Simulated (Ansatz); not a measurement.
# Two Ansatz runs on Yb

The cell is COD entry 9010997, as deposited and not checked against the literature; nothing was relaxed.

First run: DFT, PBE, all-electron PAW with datasets made for the crystal, scalar-relativistic (Ansatz 0.2.0).

Command: `ansatz run input.yaml --threads 1 --pin off --max-ram 3072MiB --backend cpu --events-out ev --progress --plain --runs-dir out` The run took 25 s on 1 thread of Intel(R) Xeon(R) Platinum 8259CL CPU @ 2.50GHz (Skylake/Cascade Lake), on a shared host, peak memory 0.4 GiB.

```yaml
crystal:
  lattice:
    - [0.0, 2.7431, 2.7431]
    - [2.7431, 0.0, 2.7431]
    - [2.7431, 2.7431, 0.0]
  atoms:
    - { symbol: Yb, position: [0.0, 0.0, 0.0] }
kpoints:
  mp_grid: { grid: [12, 12, 12] }
  band_path:
    path:
      - [0.0, 0.0, 0.0]
      - [0.5, 0.0, 0.5]
      - [0.625, 0.25, 0.625]
      - [0.375, 0.375, 0.75]
      - [0.0, 0.0, 0.0]
      - [0.5, 0.5, 0.5]
      - [0.5, 0.25, 0.75]
      - [0.5, 0.0, 0.5]
    npoints: 8
scf:
  occupations: { method: fermi_dirac, width: 0.05 }
hamiltonian:
  xc: pbe
  pseudopotentials: { kind: all_electron, datasets: crystal }
output:
  forces: true
  stress: true
  eigenvalues: true
  efg: { contact_densities: true }
```

Result: converged; pressure -2.14 GPa; no gap on the k mesh; 18 SCF iterations.

Where the f shell is localised, expect the real compound to differ from this run without U.

No spin–orbit coupling, which matters for the heavy atoms here.

A second run of a changed input logged this at its end:

```
Functional: x = pbe(κ = 0.804, μ = 0.2195149727645171), c = pbe(β = 0.06672455060314922)
iter 1 solved again at ethr=1.00e-1 eV; its pass at ethr=1.00e-1 eV (dr2=2.48e1 eV) is discarded
SCF iter   1: F=—  HF=-382544.524299 eV  |F-HF|=—  |Δ(HF+E_count)|=         —  Δρ=2.23e-1  dr2=2.51e1  ethr=1.00e-1  ⟨swp⟩=2.1  Hψ=6086  notcnv=0
preconditioner: auto → Kerker (q_TF=auto, 2.492 Å⁻¹)  [metal: Δε(μ)=0.004 eV  Ē_g=8.861 eV  σ=0.050 eV  W_gap=0.02  n_scr=14 (ndim 8)  ℏωp=27.1 eV  f_vac=0.000  D(μ)=23.29/eV (n_scr^D=724)]
SCF iter   2: F=—  HF=-382562.344265 eV  |F-HF|=—  |Δ(HF+E_count)|=    1.78e1  Δρ=1.50e-1  dr2=8.30e0  ethr=1.00e-1  ⟨swp⟩=3.0  Hψ=3341  notcnv=0  defer=2  recentre
preconditioner: auto → none  [insulator: Δε(μ)=0.142 eV  Ē_g=13.975 eV  σ=0.050 eV  W_gap=0.61  n_scr=14 (ndim 8)  ℏωp=23.1 eV  f_vac=0.000  D(μ)=0.68/eV (n_scr^D=0)  ε∞_Penn≈3.7]
SCF iter   3: F=—  HF=-382546.596709 eV  |F-HF|=—  |Δ(HF+E_count)|=    1.57e1  Δρ=9.53e-2  dr2=3.87e0  ethr=3.46e-2  ⟨swp⟩=3.0  Hψ=2808  notcnv=0
Error: did not converge after 3 iterations: onsite_residual = 1.18e1 (threshold 3.12e-8), under the density mixer `msr1`, which `scf.mixing.algorithm: auto` chose by the deck's other keys (type `scf.mixing.algorithm: msr1` to keep it); raise `scf.max_iter`, which need not help a stalled SCF, or adjust the mixing (`scf.mixing`) or, under a smearing, its width (`scf.occupations.width`, in either direction: another width is another result); this SCF holds its density and magnetisation to the symmetry operations that it keeps, and cannot end on a state that breaks one of them: if the state sought breaks one, re-run with `crystal.symmetry.detect: false`, without `crystal.symmetry.time_reversal: true`, on a non-collinear deck whose state breaks time reversal, with `crystal.symmetry.time_reversal: false` beside it (there exact exchange or a DFT+U term alone can polarise the run; a magnetic state wants starting moments), where the deck allows it (that run may end on another state, and need not converge either); this run sums exchange and correlation on more points than the dense box has (`basis.xc_grid`), where a deck that converges on the dense box may not converge: try another level (where the key is left out runs that use forces, runs that use the stress, dielectric runs by a finite field, finite-displacement phonons, runs of phonons.displacement_patterns under a GGA or a meta-GGA, phonons by method: dfpt, dielectric runs by the response, runs on support functions, runs on PAW files under a meta-GGA or a hybrid on one, runs at kind: all_electron or under a hybrid on a GGA, runs under a text's formulas of a gradient, and runs on PAW files that evaluate rPW86 or Becke's exchange or LYP's correlation can take a finer level, which can go by the root key accuracy; a number is taken as typed), or, where it is served, `1`, the dense box, on which forces and the stress change with where the atoms sit on the grid; a lower level also moves a field's Born charges, by the response (dielectric, § Limitations, in the input reference) or by a finite field; under a meta-GGA, try another mixer (`scf.mixing.algorithm: anderson` or `broyden`); mind that the stability of the state on which such a run converges can go unchecked at the default of `scf.lower_state_search`; see `basis.xc_grid`, Limitations — the other mixer that `auto` picks from is left to try (`scf.mixing.algorithm: broyden`); it can need more iterations, either can converge an SCF that the other leaves open, and the two can end on different states; the input reference at `scf.mixing.algorithm` says more, and from which start to try it
```

Question: What was wrong with the input?

Answer: Too few SCF iterations, by this change (others could give a like log):
```diff
@@ -21,4 +21,5 @@
 scf:
   occupations: { method: fermi_dirac, width: 0.05 }
+  max_iter: 3
 hamiltonian:
   xc: pbe
```
